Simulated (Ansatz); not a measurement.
ZrC under changes of volume

One of the cells (13.228 Å³/atom); the others are scaled copies at fixed shape and fractional positions:

```
CELL_PARAMETERS angstrom
0.00000 2.36500 2.36500
2.36500 0.00000 2.36500
2.36500 2.36500 0.00000
ATOMIC_POSITIONS crystal
Zr 0.50000 0.50000 0.50000
C 0.00000 0.00000 0.00000
```

| Property | Result |
| --- | --- |
| Program | Ansatz 0.2.0 |
| Functional | PBE0 |
| Potentials or basis | Ansatz PAW |
| Cutoff | 420 eV (not typed: the program's choice for these potentials) |
| k mesh | 6 × 6 × 6 |
| Occupations | fermi-dirac, width 0.05 eV |
| Spin | no spin polarisation |

| volume (Å³/atom) | energy over the lowest point (meV/atom) | pressure (GPa) |
| --- | --- | --- |
| 12.434 | ? | ? |
| 12.699 | 1.90 | 3.7 |
| 12.963 | 0.00 | -1.3 |
| 13.228 | 5.96 | -5.9 |
| 13.493 | 19.08 | -10.0 |
| 13.757 | 38.70 | -13.7 |
| 14.022 | 64.09 | -17.0 |

What does the run at 12.434 Å³/atom give?

Energy over the lowest point 12.65 meV/atom; pressure 9.3 GPa.

Worked out: A Birch-Murnaghan fit of order 3 (a polynomial in V^(-2/3)) to the other rows has its minimum at 12.89 Å³/atom with B0 = V·E''(V) = 240 GPa and B' = 4.0. It gives 12.63 meV/atom at 12.434 Å³/atom, against the run's 12.65, and -dE/dV = 9.3 GPa, against 9.3.

Energies are extrapolated to zero smearing.

Caveats: all runs use coarse meshes; the PAW data sets come from PBE, with cores solved anew for the run's functional, which leaves a small shift of forces and pressure; the thresholds are loose for stress.
